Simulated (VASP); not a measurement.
A run of VASP 6.6.1 is set up as follows.

File POSCAR:

```
MgO
1.0
    2.6891951916      0.0000000000      0.0000000000
    0.0000000000      2.6891951916      0.0000000000
    0.0000000000      0.0000000000      2.6233491285
Mg O
1 1
Direct
    0.0000000000      0.0000000000      0.0000000000
    0.5000000000      0.5000000000      0.5000000000
```

The input INCAR.step1:

```
SYSTEM = MgO
PREC = Accurate
ENCUT = 520
ISMEAR = 0
SIGMA = 0.01
LREAL = .False.
LASPH = .True.
NELM = 80
NBANDS = 11
GGA = PE
ALGO = Normal
EDIFF = 1E-4
LWAVE = .True.
LCHARG = .False.
```

The input INCAR.step2:

```
SYSTEM = MgO
PREC = Accurate
ENCUT = 520
EDIFF = 1E-7
ISMEAR = 0
SIGMA = 0.01
LREAL = .False.
LASPH = .True.
NELM = 80
ALGO = Normal
ISIF = 2
LWAVE = .False.
LCHARG = .False.
METAGGA = R2SCAN
LMIXTAU = .True.
NBANDS = 11
ISTART = 1
```

File KPOINTS:

```
Automatic mesh
0
Gamma
  10 10 10
  0 0 0
```

Potentials or basis: VASP PAW PBE potentials, release 64 (Mg, O).

Run with:

```sh
$ cat potpaw_PBE.64/Mg/POTCAR potpaw_PBE.64/O/POTCAR > POTCAR
$ cp INCAR.step1 INCAR
$ mpirun -np 1 vasp_std > vasp.out
$ cp INCAR.step2 INCAR
$ mpirun -np 1 vasp_std > vasp.out
```

**Question.** What does it give for the pressure?

**Answer.** -8.1 GPa.

**Question.** Predict the band gap on the k mesh.

**Answer.** 2.80 eV, indirect (least direct gap 3.71 eV).

Stress tensor (GPa, compression positive):
```
-13.43   0.00   0.00
  0.00 -13.43   0.00
  0.00   0.00   2.62
```

Caveat: the PAW data sets were made with another functional, which shifts forces and pressure a little. A k mesh can miss the band edges.
